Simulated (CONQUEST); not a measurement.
Au:

```
CELL_PARAMETERS angstrom
2.87792 0.00000 0.00000
0.00000 2.87792 0.00000
0.00000 0.00000 4.07000
ATOMIC_POSITIONS crystal
Au 0.00000 0.00000 0.00000
Au 0.50000 0.50000 0.50000
```

| Property | Result |
| --- | --- |
| Program | CONQUEST 1.3 |
| Task | single point |
| Functional | PBE |
| Potentials or basis | PseudoDojo NC PBE, DZ, grid cutoff 120 Ha |
| k mesh | 9 × 9 × 7 |
| Occupations | fermi-dirac, width 0.05 eV |
| Spin | no spin polarisation |

On this cell: pressure 9.0 GPa; largest force zero by symmetry; band gap on the k mesh none (metal or under the smearing width).

The same run follows on a disturbed copy (atoms of the box moved at random, drawn with an rms of 0.05 Å):

```
Au
1.0
     2.87792    0.00000    0.00000
     0.00000    2.87792    0.00000
     0.00000    0.00000    4.07000
Au
2
Direct
  0.01418 0.00128 0.99729
  0.49535 0.48414 0.50104
```

What does the disturbed cell give?

The energy (extrapolated to zero smearing) moves by +6.3 meV/atom; pressure 9.3 GPa; largest force 0.359 eV/Å; band gap on the k mesh none (metal or under the smearing width).

Forces in eV/Å, atoms in the order of the input:
```
Au  -0.220 -0.199  0.202
Au   0.218  0.199 -0.200
```

Caveats: the atomic basis is small; the basis of atomic orbitals isn't converged, which shifts pressures, moduli and gaps; the box holds several primitive cells, so bands are folded and the points are those of the box's own zone (some runs); the real-space grid breaks the cell's symmetry a little (some runs).
